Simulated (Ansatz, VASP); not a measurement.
**CuO (Tenorite) in VASP and in Ansatz**

```
Cu O
1.0
     2.32891   -1.70190    0.00000
     2.32891    1.70190    0.00000
    -0.85478    0.00000    5.02548
Cu O
2 2
Direct
  0.49680 0.00320 0.50000
  0.00320 0.49680 0.00000
  0.40560 0.57140 0.75370
  0.57140 0.40560 0.25370
```

Change from the starting cell: volume scaled by 0.98.

Alike in both runs: task single point; functional PBEsol; k mesh 10 × 10 × 5; occupations fermi-dirac, width 0.05 eV; no spin polarisation.

|  | VASP | Ansatz |
| --- | --- | --- |
| version | VASP 6.6.1 | Ansatz 0.2.0 |
| potentials or method | VASP PAW PBE potentials, release 64 (Cu, O) | Ansatz PAW |
| plane-wave cutoff (eV) | 520 | 420 |
| valence electrons in the cell | 34 | 50 |

```csv
,VASP,Ansatz,Ansatz less VASP
gap on the k mesh at the Fermi level (eV),none,none,-
pressure (GPa),1.7,0.9,-0.71
largest component of the traceless stress (GPa),1.72,1.62,-0.094
rms of the force components (eV/Å),0.456,0.447,-0.0095
```

Atom by atom the forces differ by 0.023 eV/Å (rms over components). A gap of «none» marks a metal or a gap that the smearing closes. The functional is the same, so the differences come from potentials, cutoffs and numerics. The two sets of potentials don't hold the same shells in valence.

Caveats: the run has no spin polarisation, though such a crystal can be magnetic; semilocal functionals often make such compounds metallic where correlation or magnetic order opens a gap, which also shifts bond lengths; the PAW data sets were made with another functional, which shifts forces and pressure a little (VASP); the pressure holds a Pulay correction of +0.8 GPa for the finite cutoff (Ansatz); the PAW data sets come from PBE, with cores solved anew for the run's functional, which leaves a small shift of forces and pressure (Ansatz).
